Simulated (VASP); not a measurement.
All values below come from PBE GGA, VASP's PBE PAW potentials (set 64) (plane waves; VASP).

A VASP calculation is set up with these files.

INCAR:
```
SYSTEM = GeO2
PREC = Accurate
ENCUT = 400
EDIFF = 1E-01
NELM = 100
ALGO = Normal
LREAL = .FALSE.
LASPH = .TRUE.
ISMEAR = 0
SIGMA = 0.02
GGA = PE
LMAXMIX = 4
LWAVE = .FALSE.
LCHARG = .FALSE.
ISIF = 2
```

File KPOINTS:
```
Automatic mesh
0
Gamma
6 6 5
0 0 0
```

### POSCAR
```
GeO2
1
    4.9535370000     0.0000000000     0.0000000000
   -2.4767690000     4.2898890000     0.0000000000
    0.0000000000     0.0000000000     5.6367790000
Ge O
3 6
Direct
  0.5506500000   0.5506500000   0.0000000000
  0.4493500000   0.0000000000   0.3333330000
  0.0000000000   0.4493500000   0.6666670000
  0.3046500000   0.3956000000   0.7560000000
  0.6044000000   0.9090500000   0.0893330000
  0.0909500000   0.6953500000   0.4226670000
  0.3956000000   0.3046500000   0.2440000000
  0.9090500000   0.6044000000   0.9106670000
  0.6953500000   0.0909500000   0.5773330000
```

POTCAR, in this order: Ge_d O (PBE.64 set). Program: vasp_std.

The resulting files:

OSZICAR:
```
       N       E                     dE             d eps       ncg     rms          rms(c)
DAV:   1     0.102634248835E+04    0.10263E+04   -0.33027E+04  3338   0.361E+03
DAV:   2     0.131290238722E+03   -0.89505E+03   -0.85603E+03  2736   0.100E+03
DAV:   3    -0.519830313420E+02   -0.18327E+03   -0.18080E+03  2728   0.256E+02
DAV:   4    -0.665597794993E+02   -0.14577E+02   -0.14498E+02  3112   0.887E+01
DAV:   5    -0.669449687023E+02   -0.38519E+00   -0.38439E+00  3040   0.138E+01    0.192E+01
DAV:   6    -0.575412822118E+02    0.94037E+01   -0.35396E+01  3926   0.978E+01    0.661E+00
DAV:   7    -0.577047667512E+02   -0.16348E+00   -0.36911E+00  2796   0.926E+00    0.403E+00
DAV:   8    -0.576619425996E+02    0.42824E-01   -0.42116E-01  2578   0.924E+00
   1 F= -.57661943E+02 E0= -.57661943E+02  d E =-.192530E-21
```

**OUTCAR**
```
------------------------ aborting loop because EDIFF is reached ----------------------------------------
  FORCE on cell =-STRESS in cart. coord.  units (eV):
  Direction    XX          YY          ZZ          XY          YZ          ZX
  --------------------------------------------------------------------------------------
  Total       -3.6763092     -3.6763094     -3.3376287      0.0000004      0.0000000      0.0000000
  in kB      -49.1733886    -49.1733914    -44.6432831      0.0000057      0.0000000      0.0000000
  external PRESSURE =     -47.6633544 kB  Pullay stress =       0.0000000 kB
  volume of cell :      119.78
      direct lattice vectors                 reciprocal lattice vectors
     4.953537000  0.000000000  0.000000000     0.201875952  0.116553156  0.000000000
    -2.476769000  4.289889000  0.000000000     0.000000000  0.233106265  0.000000000
     0.000000000  0.000000000  5.636779000     0.000000000  0.000000000  0.177406281
 POSITION                                       TOTAL-FORCE (eV/Angst)
 -----------------------------------------------------------------------------------
      1.36383      2.36223      0.00000        -0.025172     -0.043599      0.000000
      2.22587      0.00000      1.87892         0.050344      0.000000      0.000000
     -1.11294      1.92766      3.75785        -0.025172      0.043599      0.000000
      0.52929      1.69708      4.26140         0.298973     -0.351040     -0.308015
      0.74241      3.89972      0.50355         0.154523      0.434438     -0.308015
     -1.27170      2.98297      2.38248        -0.453496     -0.083398     -0.308015
      1.20507      1.30691      1.37537        -0.453496      0.083398      0.308015
      3.00605      2.59281      5.13323         0.298973      0.351040      0.308015
      3.21918      0.39017      3.25430         0.154523     -0.434438      0.308015
 -----------------------------------------------------------------------------------
    total drift:                                0.001471     -0.002491     -0.000013
  FREE ENERGIE OF THE ION-ELECTRON SYSTEM (eV)
  ---------------------------------------------------
  free  energy   TOTEN  =       -57.6619425996 eV

  energy  without entropy=      -57.6619425996  energy(sigma->0) =      -57.66194260
```
(Selected blocks of OUTCAR.)

OUTCAR:
```
 val. band max:        0.6067936700   @ k =   0.3333   0.3333   0.0000

 cond. band min:       4.3805131548   @ k =   0.0000   0.0000   0.0000


 Fermi energy:         0.7354986781

 k-point     1 :       0.0000    0.0000    0.0000
  band No.  band energies     occupation
      1     -22.2080      2.00000
      2     -22.2050      2.00000
      3     -22.2050      2.00000
      4     -22.1100      2.00000
      5     -22.1099      2.00000
      6     -21.8764      2.00000
      7     -21.8764      2.00000
      8     -21.8659      2.00000
      9     -21.8433      2.00000
     10     -21.7424      2.00000
     11     -21.7299      2.00000
     12     -21.7298      2.00000
     13     -21.7078      2.00000
     14     -21.7077      2.00000
     15     -21.6811      2.00000
     16     -18.2817      2.00000
     17     -16.4319      2.00000
     18     -16.4319      2.00000
     19     -15.5793      2.00000
     20     -15.5793      2.00000
     21     -15.4097      2.00000
     22      -7.3038      2.00000
     23      -7.3038      2.00000
     24      -4.2358      2.00000
     25      -3.8146      2.00000
     26      -3.6905      2.00000
     27      -3.6905      2.00000
     28      -1.5658      2.00000
     29      -1.5658      2.00000
     30      -1.4472      2.00000
     31      -1.3150      2.00000
     32      -0.6054      2.00000
     33      -0.4396      2.00000
     34      -0.4396      2.00000
     35       0.2372      2.00000
     36       0.2373      2.00000
     37       0.2675      2.00000
     38       0.5592      2.00000
     39       0.5592      2.00000
     40       4.3805      0.00000
     41       8.5751      0.00000
     42       8.5751      0.00000
     43       9.9707      0.00000
     44       9.9712      0.00000
     45      11.3964      0.00000
     46      11.4699      0.00000

 k-point     2 :       0.1667   -0.0000    0.0000
  band No.  band energies     occupation
      1     -22.2067      2.00000
      2     -22.2015      2.00000
...
```

At this cut-off the stress carries a Pulay error, which pulls relaxed volumes low.

The structure comes from a computed database's GeO2 entry; how it stands against other phases isn't given here. The cell was not relaxed at this level. The run is one of a series of settings (EDIFF = 1E-01 against the base run), some of them coarse on purpose.
